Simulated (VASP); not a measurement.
Input of a VASP 6.6.1 run:

INCAR

```
ALGO = Normal ; EDIFF = 1E-7
ENCUT = 520 ; GGA = PS
ISIF = 2 ; ISMEAR = 0
LASPH = True ; LCHARG = False
LREAL = False ; LWAVE = False
NBANDS = 7 ; NELM = 100
PREC = Accurate ; SIGMA = 0.15
```

KPOINTS

```
k-points
0
Gamma
  30 30 30
```

POSCAR

```
Be
1.0
   -1.2884385647      1.2884385647      1.1853634795
    1.2884385647     -1.2884385647      1.1853634795
    1.2884385647      1.2884385647     -1.1853634795
Be
1
Direct
    0.0000000000      0.0000000000      0.0000000000
```

Potentials or basis: VASP PAW PBE potentials, release 64 (Be).

Run with:

```bash
$ cat potpaw_PBE.64/Be/POTCAR > POTCAR
$ mpirun -np 1 vasp_std > vasp.out
```

(1) Estimate the band gap on the k mesh.

(2) Estimate the pressure.

Results:

(1) none (metal or under the smearing width).

(2) -0.6 GPa.

Caveat: the PAW data sets were made with another functional, which shifts forces and pressure a little.
